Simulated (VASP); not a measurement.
# MoSe2: relaxation of cell and atoms with PBE+D3(BJ)

MoSe2:

```
CELL_PARAMETERS angstrom
3.27866 0.00000 0.00000
-1.63933 2.83941 0.00000
0.00000 0.00000 12.72501
ATOMIC_POSITIONS crystal
Mo 0.33333 0.66667 0.25000
Mo 0.66667 0.33333 0.75000
Se 0.33333 0.66667 0.61833
Se 0.66667 0.33333 0.11833
Se 0.33333 0.66667 0.88167
Se 0.66667 0.33333 0.38167
```

```yaml
Program: VASP 6.6.1
Task: relaxation of cell and atoms
Functional: PBE
Dispersion: D3(BJ)
Potentials_or_basis: VASP PAW PBE potentials, release 64 (Mo_sv, Se)
Cutoff: 600 eV
k_mesh: 9 × 9 × 2
Occupations: gaussian, width 0.03 eV
Spin: no spin polarisation
Further_INCAR_settings: ALGO = Normal; EDIFF = 1e-07; IBRION = 2; EDIFFG = -0.005; NSW = 90; ISIF = 3
```

```json
{
 "Pressure after relaxing": "0.0 GPa",
 "Band gap on the k mesh": "0.84 eV, indirect (least direct gap 1.46 eV)",
 "Dispersion energy per atom": "-0.479 eV"
}
```

Final structure:
```
Mo Se
1.0
     3.27866    0.00000    0.00000
    -1.63933    2.83941    0.00000
     0.00000    0.00000   12.72501
Mo Se
2 4
Direct
  0.33333 0.66667 0.25000
  0.66667 0.33333 0.75000
  0.33333 0.66667 0.61833
  0.66667 0.33333 0.11833
  0.33333 0.66667 0.88167
  0.66667 0.33333 0.38167
```

Levels at points of the mesh, in eV from the valence-band top:
```csv
k point,band 23,band 24,band 25,band 26,band 27,band 28,band 29,band 30
"(0.00, 0.00, 0.00)",-1.48,-1.19,-0.67,0.00,2.46,2.47,2.54,2.56
"(0.00, 0.00, 0.50)",-1.51,-1.51,-0.16,-0.16,2.47,2.47,2.47,2.47
```

It took 51 s on 2 MPI ranks on Intel(R) Xeon(R) Platinum 8488C (Sapphire Rapids), with other jobs on the host, peak memory 0.31 GiB a rank.

Caveat: the relaxation stopped at its first step, so nothing moved; an odd mesh through Γ misses points on the zone boundary, where band edges often lie. As with any semilocal functional, this PBE gap is likely too small.
